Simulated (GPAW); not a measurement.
# O (C2/m) in GPAW: convergence with convergence criteria

Aim: find how far convergence criteria must go before the results for O settle, at r2SCAN. This setting moves, with any that are tied to it; all else stays.

Everything below comes from runs of GPAW 26.7.0. Logs are shortened: lines on timing, memory, paths and dates and some standing lists are left out, and cuts for length are marked. The log counts tension as positive stress, the text compression.

### 1 The structure

The structure is monoclinic, space group C2/m (No. 12). Conventional cell: a = 5.703 Å, b = 3.325 Å, c = 4.363 Å, α = 90.00°, β = 123.29°, γ = 90.00°. Around O (site symmetry m) lie 1 O at 1.22 Å.

### 2 With convergence criteria density=0.001 energy=0.01 eigenstates=0.0001

run.py

```python
from ase.dft.bandgap import bandgap
from ase.io import read, write
from ase.units import GPa
from gpaw import GPAW, PW

atoms = read('POSCAR')

calc = GPAW(mode=PW(800),
            xc='MGGA_X_R2SCAN+MGGA_C_R2SCAN',
            kpts={'size': (6, 6, 5), 'gamma': True},
            occupations={'name': 'fermi-dirac', 'width': 0.05},
            nbands=14,
            convergence={'density': 0.001, 'energy': 0.01, 'eigenstates': 0.0001},
            maxiter=100,
            txt='gpaw.txt')
atoms.calc = calc
energy = atoms.get_potential_energy()
forces = atoms.get_forces()
stress = atoms.get_stress()
calc.write('gs.gpw')
write('result.traj', atoms)
print(f'Energy: {energy:.6f} eV')
print('Forces (eV/A):')
print(forces.round(4))
print('Stress (GPa):', (stress / GPa).round(3))
print('Fermi level:', round(calc.get_fermi_level(), 4), 'eV')
print(f'Gap: {bandgap(calc)[0]:.4f} eV, direct: {bandgap(calc, direct=True)[0]:.4f} eV')
```

POSCAR

```
O
1.0
    2.8514028533     -1.6624159400      0.0000000000
    2.8514028533      1.6624159400      0.0000000000
   -2.3944914034      0.0000000000      3.6470501824
O
2
Direct
    0.9745461700      0.9745461700      0.8444259800
    0.0254538300      0.0254538300      0.1555740200
```

Potentials or basis: GPAW PAW data sets (gpaw-data 1.2.1), pw.

Started as:

```console
$ OMP_NUM_THREADS=1 python run.py
```

Run time: 60 s. Hardware: 1 thread of Arm Neoverse V2, shared host; peak memory 0.2 GiB.

Results:

```yaml
Free_energy: -11.1193 eV
Pressure: -4.8 GPa
Largest_force: 0.960 eV/Å
Band_gap_on_the_k_mesh: none (metal or under the smearing width)
```

### 3 With convergence criteria default

Changes to run.py since step 2:

```diff
@@ -12,3 +12,2 @@
             nbands=14,
-            convergence={'density': 0.001, 'energy': 0.01, 'eigenstates': 0.0001},
             maxiter=100,
```

POSCAR is that of step 2.

Potentials or basis: GPAW PAW data sets (gpaw-data 1.2.1), pw.

Started as:

```console
$ OMP_NUM_THREADS=1 python run.py
```

It took 72 s on 1 thread of Arm Neoverse V2, shared host; peak memory 0.2 GiB.

It converged, with:

* Free energy: -11.1193 eV
* Pressure: -4.8 GPa
* Largest force: 0.963 eV/Å
* Band gap on the k mesh: none (metal or under the smearing width)

### 4 With convergence criteria density=1e-05 energy=1e-05

Changes to run.py since step 3:

```diff
@@ -12,2 +12,3 @@
             nbands=14,
+            convergence={'density': 1e-05, 'energy': 1e-05},
             maxiter=100,
```

POSCAR is that of step 3.

Started as:

```console
$ OMP_NUM_THREADS=1 python run.py
```

It took 79 s on 1 thread of Arm Neoverse V2, shared host; peak memory 0.2 GiB.

It converged, with:

| Property | Result |
| --- | --- |
| Free energy | -11.1193 eV |
| Pressure | -4.8 GPa |
| Largest force | 0.963 eV/Å |
| Band gap on the k mesh | none (metal or under the smearing width) |

### 5 With convergence criteria density=1e-05 forces=0.0001

Changes to run.py since step 4:

```diff
@@ -12,3 +12,3 @@
             nbands=14,
-            convergence={'density': 1e-05, 'energy': 1e-05},
+            convergence={'density': 1e-05, 'forces': 0.0001},
             maxiter=100,
```

POSCAR is that of step 4.

Started as:

```console
$ OMP_NUM_THREADS=1 python run.py
```

It took 82 s on 1 thread of Arm Neoverse V2, shared host; peak memory 0.2 GiB.

It converged, with:

```
Free energy            : -11.1193 eV
Pressure               : -4.8 GPa
Largest force          : 0.963 eV/Å
Band gap on the k mesh : none (metal or under the smearing width)
```

### 6 With convergence criteria density=1e-06 energy=1e-06 eigenstates=1e-10

Changes to run.py since step 5:

```diff
@@ -12,3 +12,3 @@
             nbands=14,
-            convergence={'density': 1e-05, 'forces': 0.0001},
+            convergence={'density': 1e-06, 'energy': 1e-06, 'eigenstates': 1e-10},
             maxiter=100,
```

POSCAR is that of step 5.

Potentials or basis: GPAW PAW data sets (gpaw-data 1.2.1), pw.

Started as:

```console
$ OMP_NUM_THREADS=1 python run.py
```

gpaw.txt:

```text
__  _  _
 | _ |_)|_||  |
 |__||  | ||/\| - 26.7.0

Input parameters:
  mode=PW(ecut=800.0),
  convergence={'density': 1e-06, 'energy': 1e-06, 'eigenstates': 1e-10},
  kpts=MonkhorstPack(size=(6, 6, 5), gamma=True),
  maxiter=100,
  nbands=14,
  occupations=Occupations(name='fermi-dirac', width=0.05),
  xc=XC(name='MGGA_X_R2SCAN+MGGA_C_R2SCAN')

Diagonalizing LCAO Hamiltonian
Converting LCAO to pw mode

                O

       O

Atoms  # Å, Bohr magnetons
|   | symbol |         x |         y |        z |    initial magnetic moments |
|---|--------|-----------|-----------|----------|-----------------------------|
| 0 |      O |  3.535677 | -0.000000 | 3.079664 | ( 0.0000,  0.0000,  0.0000) |
| 1 |      O | -0.227362 |  0.000000 | 0.567386 | ( 0.0000,  0.0000,  0.0000) |

Unit cell  # Å
| periodic |         x |         y |        z |  lengths |     angles |
|----------|-----------|-----------|----------|----------|------------|
|      yes |  2.851403 | -1.662416 | 0.000000 | 3.300625 | 118.303201 |
|      yes |  2.851403 |  1.662416 | 0.000000 | 3.300625 | 118.303201 |
|      yes | -2.394491 |  0.000000 | 3.647050 | 4.362862 |  60.485813 |

Number of symmetries: 4
Symmetry operations  # r_c * U_cc + t_c -> r_c
|   | kind |            matrix            |
|---|------|------------------------------|
| 0 |  E   |  1, 0, 0,  0, 1, 0,  0, 0, 1 |
| 1 |  σ   |  0, 1, 0,  1, 0, 0,  0, 0, 1 |
| 2 |  C2  |  0,-1, 0, -1, 0, 0,  0, 0,-1 |
| 3 |  i   | -1, 0, 0,  0,-1, 0,  0, 0,-1 |

BZ-sampling:
  Number of BZ points: 180
  Number of IBZ points: 55

  Monkhorst-Pack size: [6, 6, 5]
  Monkhorst-Pack shift: [0.08333333333333333, 0.08333333333333333, 0.0]

K-points  # in reciprocal-cell coordinates
|     |                                coordinates |     weight |
|-----|--------------------------------------------|------------|
|   0 | (  0.00000000,   0.00000000,   0.00000000) | 0.00555556 |
|   1 | (  0.00000000,   0.00000000,   0.20000000) | 0.01111111 |
|   2 | (  0.00000000,   0.00000000,   0.40000000) | 0.01111111 |
|   3 | (  0.16666667,  -0.16666667,   0.00000000) | 0.01111111 |
[... 73 lines left out ...]
  History deletion threshold: 6.0
  Fourier metric: weight=20.0, sigma=0.015

occupation numbers:
  Fermi-Dirac:
    width: 0.0500  # eV

poisson solver:
  ecut: 6400.0  # eV

xc functional:
  name: MGGA_X_R2SCAN+MGGA_C_R2SCAN with 2 nearest neighbor stencil

convergence criteria:
- Maximum integral of absolute [dens]ity change: 1e-06 electrons / valence electron
- Maximum [total energy] change in last 3 cyles: 1e-06 eV / valence electron
- Maximum integral of absolute [eigenst]ate change: 1e-10 eV^2 / valence electron
maximum number of iterations: 100

SCF iterations
|iter     | |      energy | eigst |  dens |
|---------|-|-------------|-------|-------|
|iter:   1| |  -17.261675 | +0.34 |       |
|iter:   2| |  -11.199177 | -1.62 | -1.23 |
|iter:   3| |  -12.044380 | -0.88 | -1.24 |
|iter:   4| |  -11.081949 | -0.99 | -0.96 |
|iter:   5| |  -11.092800 | -2.75 | -1.76 |
|iter:   6| |  -11.093693 | -3.82 | -2.30 |
|iter:   7| |  -11.093655 | -5.00 | -2.97 |
|iter:   8| |  -11.093664 | -6.74 | -3.89 |
|iter:   9| |  -11.093665c| -7.67 | -4.26 |
|iter:  10| |  -11.093665c| -9.28 | -4.93 |
|iter:  11| |  -11.093665c|-10.21c| -5.58 |
|iter:  12| |  -11.093665c|-10.19c| -6.20c|

Converged in 12 steps
Energy contributions relative to reference atoms: (reference = -4081.704602)

Energy contributions:
  Kinetic:           8.299928
  Coulomb:         -10.468094
  Zero:              0.342110
  External:          0.000000
  Xc:               -9.241951
  Entropy:          -0.051314
  Spinorbit:         0.000000
  ----------------------------
  Free energy:     -11.119322
  Extrapolated:    -11.093665

dipole moment: (0.000001, 0.000000, 0.000001)  # |e|*Ang

Fermi level: -1.509
Eigenvalues  # (at kpt = [0.000, 0.000, 0.000])
| band index |      eig [eV] | occ [0-2] |
|------------|---------------|-----------|
|          0 |       -29.180 |     2.000 |
|          1 |       -16.309 |     2.000 |
|          2 |        -9.659 |     2.000 |
|          3 |        -8.074 |     2.000 |
|          4 |        -8.035 |     2.000 |
|          5 |        -1.607 |     1.752 |
|          6 |        -1.319 |     0.043 |
|          7 |         5.769 |     0.000 |
|          8 |         9.861 |     0.000 |
|          9 |        13.615 |     0.000 |
|         10 |        14.741 |     0.000 |
|         11 |        17.649 |     0.000 |
|         12 |        18.645 |     0.000 |
|         13 |        19.698 |     0.000 |

No gap
No difference between direct/indirect transitions

Forces  # eV/Ang
|        x |        y |        z |
|----------|----------|----------|
| -0.50353 |  0.00000 |  0.82090 |  # O    0
|  0.50353 | -0.00000 | -0.82090 |  # O    1

Stress tensor  # eV/Ang^3
|         x |         y |         z |
|-----------|-----------|-----------|
|  0.012377 |  0.000000 | -0.016877 |
|  0.000000 |  0.028664 | -0.000000 |
| -0.016877 | -0.000000 |  0.048730 |

# Writing to gs.gpw (mode='')
```

stdout:

```text
Energy: -11.093665 eV
Forces (eV/A):
[[-0.5035  0.      0.8209]
 [ 0.5035 -0.     -0.8209]]
Stress (GPa): [ 1.983  4.592  7.807 -0.    -2.704  0.   ]
Fermi level: -1.5093 eV
Gap: 0.0000 eV, direct: 0.0000 eV
```

Wall time 90 s (1 thread of Arm Neoverse V2, shared host); peak memory 0.2 GiB.

What came out:

```yaml
Free_energy: -11.1193 eV
Pressure: -4.8 GPa
Largest_force: 0.963 eV/Å
Band_gap_on_the_k_mesh: none (metal or under the smearing width)
```

### 7 Summary

| convergence criteria | energy less the tightest run, at zero smearing (meV/atom) | largest force (eV/Å) | SCF cycles | CPU time (s) | peak memory (GiB) |
| --- | --- | --- | --- | --- | --- |
| density=0.001 energy=0.01 eigenstates=0.0001 | 0.00 | 0.960 | 8 | 60 | 0.2 |
| default | 0.00 | 0.963 | 9 | 72 | 0.2 |
| density=1e-05 energy=1e-05 | 0.00 | 0.963 | 11 | 79 | 0.2 |
| density=1e-05 forces=0.0001 | 0.00 | 0.963 | 12 | 82 | 0.2 |
| density=1e-06 energy=1e-06 eigenstates=1e-10 | 0.00 | 0.963 | 12 | 90 | 0.2 |

Against the tightest run, the energy stays within 1 meV/atom from density=0.001 energy=0.01 eigenstates=0.0001 on; the largest force stays within 0.005 eV/Å from density=0.001 energy=0.01 eigenstates=0.0001 on. The tightest run that finished is the yardstick and may itself not be fully converged.

Caveats: all runs use coarse meshes; spin is off for a triplet molecule; the PAW data sets were made with another functional, which shifts forces and pressure a little.
